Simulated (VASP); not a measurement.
Crystal: TiH2.

```
Ti H
1.0
    -1.59650    1.59650    2.13350
     1.59650   -1.59650    2.13350
     1.59650    1.59650   -2.13350
Ti H
1 2
Direct
  0.00000 0.00000 0.00000
  0.25000 0.75000 0.50000
  0.75000 0.25000 0.50000
```

* Program: VASP 6.6.1
* Task: relaxation of cell and atoms
* Functional: BLYP
* Dispersion: D3(BJ)
* Potentials or basis: VASP PAW PBE potentials, release 54 (Ti_sv, H)
* Cutoff: 600 eV
* k mesh: 12 × 12 × 12
* Occupations: fermi-dirac, width 0.02 eV
* Spin: no spin polarisation

At the start: pressure -10.0 GPa; volume 7.25 Å³/atom.

**Question.** Where does the relaxation end?

**Answer.** Over 10 steps the energy falls by 17.4 meV/atom and the volume is 6.73 Å³/atom (-7.2 %); space group I4/mmm (No. 139, to 0.05 Å).

Step by step:
| step | energy change (eV) | largest force (eV/Å) | pressure (GPa) | volume (Å³) |
| --- | --- | --- | --- | --- |
| 1 | 0.0000 | 0.0000 | -9.99 | 21.75 |
| 2 | -0.0508 | 0.0000 | -1.21 | 20.36 |
| 3 | -0.0514 | 0.0000 | -0.01 | 20.20 |
| 4 | -0.0513 | 0.0000 | 0.20 | 20.17 |
| 5 | -0.0515 | 0.0000 | 0.22 | 20.17 |
| 6 | -0.0519 | 0.0000 | 0.23 | 20.16 |
| 7 | -0.0520 | 0.0000 | 0.25 | 20.14 |
| 8 | -0.0521 | 0.0000 | 0.25 | 20.15 |
| 9 | -0.0520 | 0.0000 | -0.36 | 20.22 |
| 10 | -0.0521 | 0.0000 | -0.03 | 20.18 |

Final structure:
```
Ti H
1.0
    -1.56671    1.56671    2.05538
     1.56671   -1.56671    2.05538
     1.56671    1.56671   -2.05538
Ti H
1 2
Direct
  0.00000 0.00000 0.00000
  0.25000 0.75000 0.50000
  0.75000 0.25000 0.50000
```

Caveat: the PAW data sets were made with another functional, which shifts forces and pressure a little; pairwise dispersion overbinds metals, which lowers pressure and volume.
